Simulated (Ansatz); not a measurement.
# Where Cl_N puts its levels in the gap of Si3N4 (P6_3/m)

Aim: at which Fermi levels does Cl_N in Si3N4 (P6_3/m) change its charge? The model is a cell of 126 host atoms with 1 N taken out and 1 Cl put in.

Main program and level: Ansatz 0.2.0; place-levels on PBEsol runs: charge-transition levels and formation energies with image-charge correction and potential alignment at the atomic sites; PAW set soft_1.

## 1. Starting point

The cell holds 126 atoms: 54 Si, 71 N and 1 Cl. Its edges and angles: a = 13.206 Å, b = 13.206 Å, c = 8.731 Å, α = 90.0°, β = 90.0°, γ = 120.0°. It derives from Si3N4 (space group P6_3/m). Nearest the centre at fractional (0.576, 0.453, 0.583): Cl83 at 0.00 Å, Si101 at 1.74 Å, Si59 at 1.74 Å, Si56 at 1.74 Å, N62 at 2.78 Å, N123 at 2.82 Å, N81 at 2.82 Å, N116 at 2.82 Å.

Screening for the image-charge correction: ε∞ = (4.29, 4.29, 4.37), ε0 = (8.29, 8.29, 8.25), from a response run on this crystal (DFPT, PBEsol) at that run's own cell.

The cell's shortest repeat is 8.7 Å.

## 2. The runs of each charge state

A transition level is the Fermi level at which two charge states cost the same, so each charge needs its own total energy, at its own relaxed structure.

Each atom starts 0.05 Å or so off its site in a random direction: a symmetric start keeps its symmetry, and would miss off-centre moves and Jahn–Teller distortions. Forces are taken at one point at (¼, ¼, ¼). The cell holds 1 electron more than the neutral one, with a uniform background that keeps it neutral on the whole. The electron count is odd, so at least one spin is unpaired; this run locks the moment at 1 μB.

The sampling was tested on the host first: at the k-points planned (1x1x1 shifted 0.25 0.25 0.25) its energy lies 0.000 eV an atom from the dense-mesh value, under the bound of 0.02 eV set for this test; that bounds the host's error, not the defect's.

One of the inputs; charge, spin and start change from state to state.

Contents of qm1_M1.relax/input.yaml:

```yaml
crystal:
  lattice:
    - [11.43668588, 6.60297367, 0.0]
    - [-11.43668588, 6.60297367, 0.0]
    - [0.0, 0.0, 8.73076733]
  atoms:
    - { symbol: Si, position: [0.01950046, 0.80655545, 0.25] }
    - { symbol: Si, position: [0.3528338, 0.47322211, 0.25] }
    - { symbol: Si, position: [0.68616713, 0.13988878, 0.25] }
    - { symbol: Si, position: [0.21294502, 0.01950046, 0.08333333] }
    - { symbol: Si, position: [0.54627835, 0.68616713, 0.08333333] }
    - { symbol: Si, position: [0.87961168, 0.3528338, 0.08333333] }
    - { symbol: Si, position: [0.13988878, 0.45372165, 0.08333333] }
    - { symbol: Si, position: [0.47322211, 0.12038832, 0.08333333] }
    - { symbol: Si, position: [0.80655545, 0.78705498, 0.08333333] }
    - { symbol: Si, position: [0.19344455, 0.21294502, 0.25] }
    - { symbol: Si, position: [0.52677789, 0.87961168, 0.25] }
    - { symbol: Si, position: [0.86011122, 0.54627835, 0.25] }
    - { symbol: Si, position: [0.12038832, 0.6471662, 0.25] }
    - { symbol: Si, position: [0.45372165, 0.31383287, 0.25] }
    - { symbol: Si, position: [0.78705498, 0.98049954, 0.25] }
    - { symbol: Si, position: [0.31383287, 0.86011122, 0.08333333] }
    - { symbol: Si, position: [0.6471662, 0.52677789, 0.08333333] }
    - { symbol: Si, position: [0.98049954, 0.19344455, 0.08333333] }
    - { symbol: "N", position: [0.0, 0.66666667, 0.25] }
    - { symbol: "N", position: [0.33333333, 0.33333333, 0.25] }
    - { symbol: "N", position: [0.66666667, 0.0, 0.25] }
    - { symbol: "N", position: [0.0, 0.33333333, 0.08333333] }
    - { symbol: "N", position: [0.33333333, 0.0, 0.08333333] }
    - { symbol: "N", position: [0.66666667, 0.66666667, 0.08333333] }
    - { symbol: "N", position: [0.21345843, 0.45653274, 0.25] }
    - { symbol: "N", position: [0.54679176, 0.12319941, 0.25] }
    - { symbol: "N", position: [0.8801251, 0.78986608, 0.25] }
    - { symbol: "N", position: [0.09025902, 0.8801251, 0.08333333] }
    - { symbol: "N", position: [0.42359235, 0.54679176, 0.08333333] }
    - { symbol: "N", position: [0.75692569, 0.21345843, 0.08333333] }
    - { symbol: "N", position: [0.12319941, 0.57640765, 0.08333333] }
    - { symbol: "N", position: [0.45653274, 0.24307431, 0.08333333] }
    - { symbol: "N", position: [0.78986608, 0.90974098, 0.08333333] }
    - { symbol: "N", position: [0.21013392, 0.09025902, 0.25] }
    - { symbol: "N", position: [0.54346726, 0.75692569, 0.25] }
    - { symbol: "N", position: [0.87680059, 0.42359235, 0.25] }
    - { symbol: "N", position: [0.1198749, 0.21013392, 0.08333333] }
    - { symbol: "N", position: [0.45320824, 0.87680059, 0.08333333] }
    - { symbol: "N", position: [0.78654157, 0.54346726, 0.08333333] }
    - { symbol: "N", position: [0.24307431, 0.78654157, 0.25] }
    - { symbol: "N", position: [0.57640765, 0.45320824, 0.25] }
    - { symbol: "N", position: [0.90974098, 0.1198749, 0.25] }
    - { symbol: Si, position: [0.01950046, 0.80655545, 0.58333333] }
    - { symbol: Si, position: [0.3528338, 0.47322211, 0.58333333] }
    - { symbol: Si, position: [0.68616713, 0.13988878, 0.58333333] }
    - { symbol: Si, position: [0.21294502, 0.01950046, 0.41666667] }
    - { symbol: Si, position: [0.54627835, 0.68616713, 0.41666667] }
    - { symbol: Si, position: [0.87961168, 0.3528338, 0.41666667] }
    - { symbol: Si, position: [0.13988878, 0.45372165, 0.41666667] }
    - { symbol: Si, position: [0.47322211, 0.12038832, 0.41666667] }
    - { symbol: Si, position: [0.80655545, 0.78705498, 0.41666667] }
    - { symbol: Si, position: [0.19344455, 0.21294502, 0.58333333] }
    - { symbol: Si, position: [0.52677789, 0.87961168, 0.58333333] }
    - { symbol: Si, position: [0.86011122, 0.54627835, 0.58333333] }
    - { symbol: Si, position: [0.12038832, 0.6471662, 0.58333333] }
    - { symbol: Si, position: [0.45372165, 0.31383287, 0.58333333] }
    - { symbol: Si, position: [0.78705498, 0.98049954, 0.58333333] }
    - { symbol: Si, position: [0.31383287, 0.86011122, 0.41666667] }
    - { symbol: Si, position: [0.6471662, 0.52677789, 0.41666667] }
    - { symbol: Si, position: [0.98049954, 0.19344455, 0.41666667] }
    - { symbol: "N", position: [0.0, 0.66666667, 0.58333333] }
    - { symbol: "N", position: [0.33333333, 0.33333333, 0.58333333] }
    - { symbol: "N", position: [0.66666667, 0.0, 0.58333333] }
    - { symbol: "N", position: [0.0, 0.33333333, 0.41666667] }
    - { symbol: "N", position: [0.33333333, 0.0, 0.41666667] }
    - { symbol: "N", position: [0.66666667, 0.66666667, 0.41666667] }
    - { symbol: "N", position: [0.21345843, 0.45653274, 0.58333333] }
    - { symbol: "N", position: [0.54679176, 0.12319941, 0.58333333] }
    - { symbol: "N", position: [0.8801251, 0.78986608, 0.58333333] }
    - { symbol: "N", position: [0.09025902, 0.8801251, 0.41666667] }
    - { symbol: "N", position: [0.42359235, 0.54679176, 0.41666667] }
    - { symbol: "N", position: [0.75692569, 0.21345843, 0.41666667] }
    - { symbol: "N", position: [0.12319941, 0.57640765, 0.41666667] }
    - { symbol: "N", position: [0.45653274, 0.24307431, 0.41666667] }
    - { symbol: "N", position: [0.78986608, 0.90974098, 0.41666667] }
    - { symbol: "N", position: [0.21013392, 0.09025902, 0.58333333] }
    - { symbol: "N", position: [0.54346726, 0.75692569, 0.58333333] }
    - { symbol: "N", position: [0.87680059, 0.42359235, 0.58333333] }
    - { symbol: "N", position: [0.1198749, 0.21013392, 0.41666667] }
    - { symbol: "N", position: [0.45320824, 0.87680059, 0.41666667] }
    - { symbol: "N", position: [0.78654157, 0.54346726, 0.41666667] }
    - { symbol: "N", position: [0.24307431, 0.78654157, 0.58333333] }
    - { symbol: Cl, position: [0.57640765, 0.45320824, 0.58333333] }
    - { symbol: "N", position: [0.90974098, 0.1198749, 0.58333333] }
    - { symbol: Si, position: [0.01950046, 0.80655545, 0.91666667] }
    - { symbol: Si, position: [0.3528338, 0.47322211, 0.91666667] }
    - { symbol: Si, position: [0.68616713, 0.13988878, 0.91666667] }
    - { symbol: Si, position: [0.21294502, 0.01950046, 0.75] }
    - { symbol: Si, position: [0.54627835, 0.68616713, 0.75] }
    - { symbol: Si, position: [0.87961168, 0.3528338, 0.75] }
    - { symbol: Si, position: [0.13988878, 0.45372165, 0.75] }
    - { symbol: Si, position: [0.47322211, 0.12038832, 0.75] }
    - { symbol: Si, position: [0.80655545, 0.78705498, 0.75] }
    - { symbol: Si, position: [0.19344455, 0.21294502, 0.91666667] }
    - { symbol: Si, position: [0.52677789, 0.87961168, 0.91666667] }
    - { symbol: Si, position: [0.86011122, 0.54627835, 0.91666667] }
    - { symbol: Si, position: [0.12038832, 0.6471662, 0.91666667] }
    - { symbol: Si, position: [0.45372165, 0.31383287, 0.91666667] }
    - { symbol: Si, position: [0.78705498, 0.98049954, 0.91666667] }
    - { symbol: Si, position: [0.31383287, 0.86011122, 0.75] }
    - { symbol: Si, position: [0.6471662, 0.52677789, 0.75] }
    - { symbol: Si, position: [0.98049954, 0.19344455, 0.75] }
    - { symbol: "N", position: [0.0, 0.66666667, 0.91666667] }
    - { symbol: "N", position: [0.33333333, 0.33333333, 0.91666667] }
    - { symbol: "N", position: [0.66666667, 0.0, 0.91666667] }
    - { symbol: "N", position: [0.0, 0.33333333, 0.75] }
    - { symbol: "N", position: [0.33333333, 0.0, 0.75] }
    - { symbol: "N", position: [0.66666667, 0.66666667, 0.75] }
    - { symbol: "N", position: [0.21345843, 0.45653274, 0.91666667] }
    - { symbol: "N", position: [0.54679176, 0.12319941, 0.91666667] }
    - { symbol: "N", position: [0.8801251, 0.78986608, 0.91666667] }
    - { symbol: "N", position: [0.09025902, 0.8801251, 0.75] }
    - { symbol: "N", position: [0.42359235, 0.54679176, 0.75] }
    - { symbol: "N", position: [0.75692569, 0.21345843, 0.75] }
    - { symbol: "N", position: [0.12319941, 0.57640765, 0.75] }
    - { symbol: "N", position: [0.45653274, 0.24307431, 0.75] }
    - { symbol: "N", position: [0.78986608, 0.90974098, 0.75] }
    - { symbol: "N", position: [0.21013392, 0.09025902, 0.91666667] }
    - { symbol: "N", position: [0.54346726, 0.75692569, 0.91666667] }
    - { symbol: "N", position: [0.87680059, 0.42359235, 0.91666667] }
    - { symbol: "N", position: [0.1198749, 0.21013392, 0.75] }
    - { symbol: "N", position: [0.45320824, 0.87680059, 0.75] }
    - { symbol: "N", position: [0.78654157, 0.54346726, 0.75] }
    - { symbol: "N", position: [0.24307431, 0.78654157, 0.91666667] }
    - { symbol: "N", position: [0.57640765, 0.45320824, 0.91666667] }
    - { symbol: "N", position: [0.90974098, 0.1198749, 0.91666667] }
  host:
    repeats: [1, 1, 3]
    atoms:
      - { symbol: Si, position: [0.01950046, 0.80655545, 0.75] }
      - { symbol: Si, position: [0.3528338, 0.47322211, 0.75] }
      # ... 40 more atoms of the perfect host
total_charge: -1
basis:
  ecutwfc: 420
  xc_grid: 2
hamiltonian:
  xc: pbesol
  pseudopotentials: { kind: paw, azcp: { folder: soft_1 }, xc_functional: pbe }
kpoints:
  mp_grid: { grid: [1, 1, 1], shift: [0.25, 0.25, 0.25] }
magnetization:
  spin_polarized: true
  initial_magnetization: 1
  spin_locking: { lock_magnetization: hard }
scf:
  occupations: { method: fixed }
  max_iter: 60
output:
  forces: true
  charged_corrections:
    epsilon: [4.29, 4.29, 4.37]
    static_epsilon: [8.29, 8.29, 8.25]
    defect_position: [0.576408, 0.453208, 0.583333]
relax:
  f_tol: 0.02
  max_steps: 80
  random_displacement: { amplitude: 0.05, seed: 2178 }
checkpoint:
  write: "../qm1_M1.relax.run"
  compress: false
  write_wavefunctions: true
  write_every: 100000
```

Started as:

```sh
$ ansatz run input.yaml --threads 4 --pin off --max-ram 15073MiB --backend cpu --events-out ev --progress --plain --runs-dir out
```

The relaxed structure is kept and the sampling changed to a 2×2×2 shifted mesh.

The run of this state that the levels use, under PBEsol:

Contents of qm1_M1.point/input.yaml:

```yaml
crystal:
  checkpoint: "../qm1_M1.relax.run"
  host: checkpoint
total_charge: -1
basis:
  ecutwfc: 420
  xc_grid: 2
hamiltonian:
  xc: pbesol
  pseudopotentials: { kind: paw, azcp: { folder: soft_1 }, xc_functional: pbe }
kpoints:
  mp_grid: { grid: [2, 2, 2], shift: [0.5, 0.5, 0.5] }
magnetization:
  spin_polarized: true
  initial_magnetization: 1
  spin_locking: { lock_magnetization: hard }
scf:
  occupations: { method: fermi_dirac, width: 0.01 }
  max_iter: 60
output:
  forces: true
  eigenvalues: true
  charged_corrections:
    epsilon: [4.29, 4.29, 4.37]
    static_epsilon: [8.29, 8.29, 8.25]
    defect_position: [0.576408, 0.453208, 0.583333]
  eigenstates: { localisation: true }
  populations: true
  efg: {}
checkpoint:
  read: "../qm1_M1.relax.run"
  write: "../qm1_M1.point.run"
  compress: false
  write_wavefunctions: false
  write_every: 100000
```

Relaxations under PBEsol at one point at (¼, ¼, ¼); times on 4 threads of Intel Xeon Platinum 8124M at 3.00GHz (Skylake/Cascade Lake), shared host:

```tsv
charge	moment (μB)	occupations	outcome	steps	largest displacement against the far atoms (Å)	time
−1	1	fixed	converged	29	2.13	17 min
0	0	fixed	converged	28	2.08	6.4 min
+1	1	fixed	converged	22	1.33	10 min
+2	0	fixed	converged	12	0.97	3.1 min
```

Single points under PBEsol at a 2×2×2 shifted mesh; times on 4 threads of Intel Xeon Platinum 8124M at 3.00GHz (Skylake/Cascade Lake), shared host:

```tsv
charge	moment (μB)	occupations	outcome	time
−1	1	fermi-dirac	converged	4.6 min
0	0	fermi-dirac	converged	2 min
+1	1	fermi-dirac	converged	4.2 min
+2	0	fermi-dirac	converged	1.9 min
```

Distances (Å) from Cl83 to the nearest atoms after relaxation with PBEsol:

```tsv
charge	moment (μB)	1.	2.	3.	4.	5.	6.
−1	1	Si 2.37	Si 2.69	N 2.70	N 2.73	N 2.73	Si 2.75
0	0	Si 2.36	N 2.70	N 2.71	Si 2.78	N 2.80	N 2.85
+1	1	Si 2.35	Si 2.36	Si 2.58	N 2.66	N 2.66	N 2.82
+2	0	Si 2.12	Si 2.12	Si 2.56	N 2.75	N 2.75	N 2.89
```

[end of part 1 of 2]

[Logs are printed without paths, hosts, clocks, repeated set-up lines and the standing remarks that a program may print on its own settings, such as how far it seeks lower states.]

[Hosts, paths, dates, database ids (printed as entryN), source tags and the programs' standing remarks are cut or masked in the printed files.]

[Where a table of states has a column of steps, it counts the stored structures, which are thinned; the runs took as many ionic steps or more.]

[A defect's name tells the site on which it was built; relaxed atoms can leave that site.]

[For some hosts the program warned that the k-mesh of the response run may be too coarse for force constants and the static dielectric constant; such warnings are not shown here.]
